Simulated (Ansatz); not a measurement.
KF (Carobbiite):

```
K F
1.0
     0.00000    2.74128    2.74128
     2.74128    0.00000    2.74128
     2.74128    2.74128    0.00000
K F
1 1
Direct
  0.00000 0.00000 0.00000
  0.50000 0.50000 0.50000
```

The cell isn't the ideal one: volume scaled by 1.08.

```yaml
Program: Ansatz 0.2.0
Task: relaxation of cell and atoms
Functional: BLYP
Dispersion: D3(BJ)
Potentials_or_basis: PseudoDojo standard (PBE files)
Cutoff: 1143 eV
Density_cutoff: 4572 eV
k_mesh: 9 × 9 × 9
Occupations: gaussian, width 0.05 eV
Spin: collinear spin, ferromagnetic start
Starting_moments: "[0.5, 0.0] μB"
```

At the start: volume 20.60 Å³/atom.

Q: How do energy, volume and symmetry change on relaxing?

A: It ends after 4 steps and the volume is 18.59 Å³/atom (-9.8 %); space group Fm-3m (No. 225, to 0.05 Å); moment 0.00 μB per cell.

The path:
```
step  energy change (eV)  largest force (eV/Å)  volume (Å³)
   1              0.0000                0.0000        41.20
   2             -0.0404                0.0000        36.99
   3             -0.0405                0.0000        37.18
   4             -0.0403                0.0000        37.18
```

Final structure:
```cif
data_structure
_symmetry_space_group_name_H-M 'P 1'
_symmetry_Int_Tables_number 1
_cell_length_a 3.7464
_cell_length_b 3.7464
_cell_length_c 3.7464
_cell_angle_alpha 60.000
_cell_angle_beta 60.000
_cell_angle_gamma 60.000
_cell_volume 37.18
loop_
_atom_site_label
_atom_site_type_symbol
_atom_site_fract_x
_atom_site_fract_y
_atom_site_fract_z
_atom_site_occupancy
K1 K 0.00000 0.00000 0.00000 1
F1 F 0.50000 0.50000 0.50000 1
```

Caveat: the potentials were made for another functional, which shifts forces and pressure; the plane-wave basis is chosen anew once the cell has moved, so the energies of steps on either side of that aren't comparable; the starting moments weren't kept.
